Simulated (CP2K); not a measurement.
# Ta (P6_3/mmc) in CP2K: reference runs, part 2 of 2

CP2K 2026.2. Earlier steps stand in the parts before.

### Step 3. Single point, PBE (atoms moved at random, drawn with an rms of 0.05 Å)

File ta_scf.inp:

```
&GLOBAL
  PROJECT ta_scf
  RUN_TYPE ENERGY_FORCE
  PRINT_LEVEL LOW
&END GLOBAL
&FORCE_EVAL
  METHOD QS
  STRESS_TENSOR ANALYTICAL
  &DFT
    BASIS_SET_FILE_NAME BASIS_MOLOPT_UZH
    POTENTIAL_FILE_NAME POTENTIAL_UZH
    &MGRID
      CUTOFF 450
      REL_CUTOFF 60
      NGRIDS 4
    &END MGRID
    &QS
      METHOD GPW
      EPS_DEFAULT 1.0E-10
    &END QS
    &KPOINTS
      SCHEME MONKHORST-PACK 11 11 5
      GAMMA_CENTERED T
      SYMMETRY T
      SYMMETRY_BACKEND SPGLIB
    &END KPOINTS
    &SCF
      SCF_GUESS ATOMIC
      EPS_SCF 1.0E-6
      MAX_SCF 100
      ADDED_MOS 16
      CHOLESKY OFF
      EPS_EIGVAL 1.0E-7
      &DIAGONALIZATION ON
        ALGORITHM STANDARD
      &END DIAGONALIZATION
      &MIXING ON
        METHOD BROYDEN_MIXING
        ALPHA 0.4
        BETA 1.5
        NBUFFER 8
      &END MIXING
      &SMEAR ON
        METHOD FERMI_DIRAC
        ELECTRONIC_TEMPERATURE [K] 580.226
      &END SMEAR
    &END SCF
    &XC
      &XC_FUNCTIONAL
        &GGA_X_PBE
        &END GGA_X_PBE
        &GGA_C_PBE
        &END GGA_C_PBE
      &END XC_FUNCTIONAL
    &END XC
    &PRINT
      &KPOINTS ON
      &END KPOINTS
      &MULLIKEN ON
      &END MULLIKEN
      &MO ON
        ENERGIES T
        OCCUPATION_NUMBERS T
        &EACH
          QS_SCF 0
        &END EACH
        ADD_LAST NUMERIC
      &END MO
      &LOWDIN ON
      &END LOWDIN
      &HIRSHFELD ON
        SHAPE_FUNCTION DENSITY
      &END HIRSHFELD
    &END PRINT
  &END DFT
  &SUBSYS
    &CELL
      A 2.9003720726 0.0000000000 0.0000000000
      B -1.4501860363 2.5117958953 0.0000000000
      C 0.0000000000 0.0000000000 5.1662740000
      PERIODIC XYZ
    &END CELL
    &COORD
      SCALED
      Ta  0.3303170000 0.6724740000 0.2428560000
      Ta  0.6626000000 0.3249700000 0.7592610000
    &END COORD
    &KIND Ta
      BASIS_SET TZVP-MOLOPT-PBE-GTH-q13
      POTENTIAL GTH-PBE-q13
    &END KIND
    &PRINT
      &ATOMIC_COORDINATES ON
      &END ATOMIC_COORDINATES
      &CELL ON
      &END CELL
      &SYMMETRY ON
      &END SYMMETRY
    &END PRINT
  &END SUBSYS
  &PRINT
    &FORCES ON
    &END FORCES
    &STRESS_TENSOR ON
    &END STRESS_TENSOR
  &END PRINT
&END FORCE_EVAL
```

Potentials or basis: POTENTIAL_UZH Ta GTH-PBE-q13; TZVP-MOLOPT-PBE-GTH basis.

The run is started by

```console
> OMP_NUM_THREADS=1 cp2k.psmp -i ta_scf.inp -o ta_scf.out
```

ta_scf.out:

```text

 CP2K| version string:                                       CP2K version 2026.2
 CP2K| Input file name                                                ta_scf.inp

 GLOBAL| Force Environment number                                              1
 GLOBAL| Basis set file name                                    BASIS_MOLOPT_UZH
 GLOBAL| Potential file name                                       POTENTIAL_UZH
 GLOBAL| MM Potential file name                                     MM_POTENTIAL
 GLOBAL| Coordinate file name                                      __STD_INPUT__
 GLOBAL| Method name                                                        CP2K
 GLOBAL| Project name                                                     ta_scf
 GLOBAL| Run type                                                   ENERGY_FORCE
 GLOBAL| FFT library                                                       FFTW3
 GLOBAL| Diagonalization library                                       ScaLAPACK
 GLOBAL| Cholesky decomposition library                                ScaLAPACK
 GLOBAL| DGEMM library                                                      BLAS
 GLOBAL| Direct generalized diagonalization requested                          F
 GLOBAL| Matrix multiplication library                                 ScaLAPACK
 GLOBAL| Global print level                                                  LOW
 GLOBAL| Total number of message passing processes                             1
 GLOBAL| Number of threads for this process                                    1
 GLOBAL| CPU model name                                                  UNKNOWN

 CELL| Volume [angstrom^3]:                                            37.637043
 CELL| Vector a [angstrom]:       2.900     0.000     0.000   |a| =     2.900372
 CELL| Vector b [angstrom]:      -1.450     2.512     0.000   |b| =     2.900372
 CELL| Vector c [angstrom]:       0.000     0.000     5.166   |c| =     5.166274
 CELL| Angle (b,c), alpha [degree]:                                    90.000000
 CELL| Angle (a,c), beta  [degree]:                                    90.000000
 CELL| Angle (a,b), gamma [degree]:                                   120.000000
 CELL| Numerically orthorhombic:                                              NO
 CELL| Periodicity                                                           XYZ

 CELL_REF| Volume [angstrom^3]:                                        37.637043
 CELL_REF| Vector a [angstrom     2.900     0.000     0.000   |a| =     2.900372
 CELL_REF| Vector b [angstrom    -1.450     2.512     0.000   |b| =     2.900372
 CELL_REF| Vector c [angstrom     0.000     0.000     5.166   |c| =     5.166274
 CELL_REF| Angle (b,c), alpha [degree]:                                90.000000
 CELL_REF| Angle (a,c), beta  [degree]:                                90.000000
 CELL_REF| Angle (a,b), gamma [degree]:                               120.000000
[... 166 lines left out ...]
 MO|      3              -0.806316             -21.940967               2.000000
 MO|      4              -0.804717             -21.897451               2.000000
 MO|      5              -0.782756             -21.299865               2.000000
 MO|      6              -0.780218             -21.230813               2.000000
[... 476 lines left out ...]
 MO|     28               1.281034              34.858699               0.000000
 MO|     29               1.333802              36.294597               0.000000
 MO| Sum:                                                              27.999422
 MO| E(Fermi):            0.470796 a.u.         12.811013 eV

 [... the levels of further k-points ...]

 !-----------------------------------------------------------------------------!
                     Mulliken Population Analysis

 #  Atom  Element  Kind  Atomic population                           Net charge
       1     Ta       1         13.000001                             -0.000001
       2     Ta       1         12.999999                              0.000001
 # Total charge                             26.000000                 -0.000000

 !-----------------------------------------------------------------------------!

 !-----------------------------------------------------------------------------!
                           Hirshfeld Charges

  #Atom  Element  Kind  Ref Charge     Population                    Net charge
      1       Ta     1      13.000         13.000                         0.000
      2       Ta     1      13.000         13.000                         0.000

  Total Charge                                                            0.000
 !-----------------------------------------------------------------------------!

 LOWDIN POPULATION ANALYSIS

 #  Atom  Element  Kind  Atomic population                           Net charge
       1     Ta       1         13.000000                             -0.000000
       2     Ta       1         13.000000                              0.000000
 # Total charge                             26.000000                 -0.000000

 ENERGY| Total FORCE_EVAL ( QS ) energy [hartree]           -116.333598500827691

 FORCES| Atomic forces [hartree/bohr]
 FORCES|   Atom     x               y               z               |f|
 FORCES|      1 -4.46486997E-04  7.88053649E-04  1.83214192E-02   1.83437941E-02
 FORCES|      2  4.48660483E-04 -7.88837004E-04 -1.83169795E-02   1.83394465E-02
 FORCES| Sum     2.17348518E-06 -7.83355348E-07  4.43969928E-06
 FORCES| Total atomic force                                       5.00485895E-06

 STRESS| Analytical stress tensor [bar]
 STRESS|                        x                   y                   z
 STRESS|      x       -2.44693642997E+04   3.17788608182E+03  -5.79949356477E+02
 STRESS|      y        3.17788608182E+03  -9.83283037910E+03   1.20411213242E+03
 STRESS|      z       -5.79949356477E+02   1.20411213242E+03  -7.28099179150E+03
 STRESS| 1/3 Trace                                            -1.38610621568E+04
 STRESS| Determinant                                          -1.64395222723E+12

 STRESS| Eigenvectors and eigenvalues of the analytical stress tensor [bar]
 STRESS|                        1                   2                   3
 STRESS| Eigenvalues  -2.51666461729E+04  -9.64111368004E+03  -6.77542661742E+03
 STRESS|      x           0.977457761014      0.206780133320      0.042641551295
 STRESS|      y          -0.206153825126      0.891151448613      0.404165431502
 STRESS|      z           0.045573301601     -0.403845356664      0.913691415130
```

Run time: 2.2 min. Hardware: 1 thread of Arm Neoverse V2, shared host; peak memory 0.47 GiB.

Results:

```yaml
Free_energy: -3165.5982 eV
Pressure: -1.4 GPa
Largest_force: 0.943 eV/Å
Band_gap_on_the_k_mesh: none (metal or under the smearing width)
```

Forces in eV/Å, atoms in the order of the input:
```
Ta  -0.023  0.041  0.942
Ta   0.023 -0.041 -0.942
```

Stress tensor (GPa, compression positive):
```
-2.45  0.32 -0.06
 0.32 -0.98  0.12
-0.06  0.12 -0.73
```

Caveat: the basis of atomic orbitals isn't converged, which shifts pressures, moduli and gaps. The run has no spin-orbit coupling, so splittings on Ta are missing.
